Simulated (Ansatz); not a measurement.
## Energy landscape near a PbS structure

Level of theory: DFT PBE, scalar-relativistic, plane waves, PAW in Ansatz 0.2.0.

Cutoff 420 eV; k points 8×8×4 on the computed 4-atom cell (Γ-centred); Gaussian smearing, width 0.02 eV; no spin polarisation.

Reference cell:

```xyz
4
Lattice="2.9405 -2.9000 0.0000 2.9405 2.9000 0.0000 -1.0800 0.0000 11.7093" Properties=species:S:1:pos:R:3 pbc="T T T"
Pb    3.8740    0.0000    7.4516
Pb    0.9270    0.0000    4.2577
S     0.9319    0.0000    7.0092
S     3.8690    0.0000    4.7001
```

Each variant moves atoms of this cell by the vectors given, if any (Å), and then applies a symmetric strain (tensor components, Cartesian axes). The reference cell isn't relaxed at this level. Energies are per atom at zero smearing, counted from the lowest variant. Pressure is positive in compression.

1. strain (xx yy zz yz xz xy, %) -5.54 -6.04 0.21 0.00 1.45 0.00; moves: Pb1 (-0.033, 0.000, 0.013); Pb2 (0.033, 0.000, -0.013); S3 (0.012, 0.000, 0.021); S4 (-0.012, 0.000, -0.021)
2. strain (xx yy zz yz xz xy, %) -1.06 -1.40 0.27 0.07 0.93 0.32; moves: Pb1 (0.021, -0.015, 0.025); Pb2 (-0.010, -0.019, -0.017); S3 (-0.015, 0.019, 0.016); S4 (0.004, 0.015, -0.023)
3. strain (xx yy zz yz xz xy, %) 1.55 1.68 2.37 -0.14 -0.40 0.24; moves: Pb1 (-0.050, 0.027, -0.024); Pb2 (0.000, 0.044, 0.007); S3 (0.072, -0.046, 0.015); S4 (-0.022, -0.025, 0.001)
4. strain (xx yy zz yz xz xy, %) -0.59 1.05 -2.97 0.00 -4.00 0.00; moves: Pb1 (-0.013, -0.079, 0.177); Pb2 (0.013, -0.079, -0.177); S3 (-0.026, 0.079, -0.014); S4 (0.026, 0.079, 0.014)

```json
{"variant": "1", "ΔE (meV/atom)": "135.5", "P (GPa)": "5.10", "largest force (eV/Å)": "0.34", "gap on mesh (eV)": "0.55", "space group": "C2/m"}
{"variant": "2", "ΔE (meV/atom)": "11.9", "P (GPa)": "0.77", "largest force (eV/Å)": "0.45", "gap on mesh (eV)": "1.00", "space group": "P1"}
{"variant": "3", "ΔE (meV/atom)": "0.0", "P (GPa)": "-0.86", "largest force (eV/Å)": "0.79", "gap on mesh (eV)": "1.32", "space group": "P1"}
{"variant": "4", "ΔE (meV/atom)": "37.4", "P (GPa)": "-0.94", "largest force (eV/Å)": "0.82", "gap on mesh (eV)": "0.95", "space group": "C2"}
```

Spin-orbit coupling is left out, which matters for the bands of heavy elements. Each cell of PbS holds layers, and where no dispersion correction was added their binding is poorly described.

This form isn't the usual stable structure of the compound.